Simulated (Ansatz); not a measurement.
## A film clamped to a substrate in InP

Method: DFT r2SCAN, scalar-relativistic, plane waves, PAW (Ansatz 0.2.0). Settings: plane waves to 500 eV, k-mesh 8×8×8 (Γ-centred), Gaussian smearing 0.05 eV. No spin polarisation. Energies are free energies at this smearing, counted from the undisturbed cell; pressure is positive in compression.

Reference structure (relaxed at this level):

```
In P
1.0
     0.00000    2.95357    2.95357
     2.95357    0.00000    2.95357
     2.95357    2.95357    0.00000
In P
1 1
Cartesian
  0.0000 0.0000 0.0000
  4.4304 4.4304 4.4304
```

The cell (2 atoms, V0 = 51.53 Å³) is strained by p along both x and y and by q along z, fractional coordinates fixed. τp = (1/V0) ∂E/∂p = (σxx + σyy)(1 + p)(1 + q) and τq = (1/V0) ∂E/∂q = σzz(1 + p)², with tension positive.

```csv
p,q,ΔE (meV/atom),τp (GPa),τq (GPa)
0.000,0.000,0.00,0.02,0.01
-0.015,0.000,5.62,-4.77,-1.69
0.015,0.000,5.35,4.33,1.52
0.000,-0.015,1.76,-1.65,-1.48
0.000,0.015,1.78,1.56,1.46
```

Question: Get the second derivatives of the energy density.

Answer: Central differences give A = ∂τp/∂p = 303 GPa (C11 + C22 + 2 C12), C = ∂τq/∂q = 98 GPa (C33) and the cross term B = ∂τq/∂p = 107 GPa (C13 + C23); ∂τp/∂q = 107 GPa must equal B, and any difference shows higher-order terms. The ions are clamped. In a cubic crystal C11 = C = 98, C12 = B/2 = 54 GPa and A should be 2(C11 + C12) = 303 GPa; the bulk modulus is (C11 + 2 C12)/3 = 68 GPa.

Question: A film of this crystal grows with z along the normal on a substrate that imposes p. How does its thickness respond, and what does the misfit cost?

Answer: Count p and q from the stress-free cell. A free surface needs τq = 0, so q = −(B/C) p = -1.09 p. The energy density left is (A − B²/C) p²/2 = M p², with the biaxial modulus M = 93 GPa; a misfit of 1 % costs 1.50 meV/atom, against 2.44 meV/atom if the thickness were held.

Letting the thickness respond removes a substantial part of the misfit energy, 1.50 against 2.44 meV/atom at 1 % misfit, but the response of -1.09 p is too small to conserve volume. This follows from the tetrahedral sp3 network: changing bond angles costs less than changing bond lengths, so an in-plane stretch is partly accommodated by bonds tilting towards the plane, while the remaining dilation still strains them. Clamping the ions costs nothing here, because strain along the cube axes leaves each atom on a site where symmetry forbids an internal displacement.

In-plane compression costs more than equal extension, as expected from anharmonic bonds. The energies for strain along z show the reverse by a very small margin, probably because of the residual stress in the reference cell, since the stresses themselves retain the usual order. The film result applies to growth along a cube axis; other orientations would also require the shear stiffness, for which sublattice relaxation does matter.
